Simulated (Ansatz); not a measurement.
A run of Ansatz 0.2.0:

Contents of input.yaml:

```yaml
crystal:
  lattice:
    - [-2.4772904627, 2.4772904627, 3.6556712422]
    - [2.4772904627, -2.4772904627, 3.6556712422]
    - [2.4772904627, 2.4772904627, -3.6556712422]
  atoms:
    - { symbol: Si, position: [0.75, 0.25, 0.5] }
    - { symbol: Si, position: [0.0, 0.0, 0.0] }
    - { symbol: O, position: [0.875, 0.02821387, 0.65321387] }
    - { symbol: O, position: [0.77821387, 0.125, 0.15321387] }
    - { symbol: O, position: [0.97178613, 0.625, 0.84678613] }
    - { symbol: O, position: [0.375, 0.22178613, 0.34678613] }
hamiltonian:
  xc: pbesol
  pseudopotentials: { kind: paw }
kpoints:
  mp_grid: { grid: [8, 8, 8] }
scf:
  occupations: { method: fermi_dirac, width: 0.05 }
output:
  forces: true
  stress: true
  eigenvalues: true
relax:
  f_tol: 0.01
  max_steps: 40
  cell: { stress_tol: 0.05 }
```

Potentials or basis: Ansatz PAW.

Run with:

```sh
$ ansatz run input.yaml --threads 2 --pin off --max-ram 5632MiB --backend cpu --events-out ev --progress --plain --runs-dir out
```

Hardware: 2 threads of Arm Neoverse V2, on a shared host.

How long does it take, and how much memory?

Wall time 32 s on 2 threads of Arm Neoverse V2 (shared host), peak memory 0.39 GiB. Counts: scf iterations 30, plane waves 1817, k points 59, bands 22, ion steps 6.
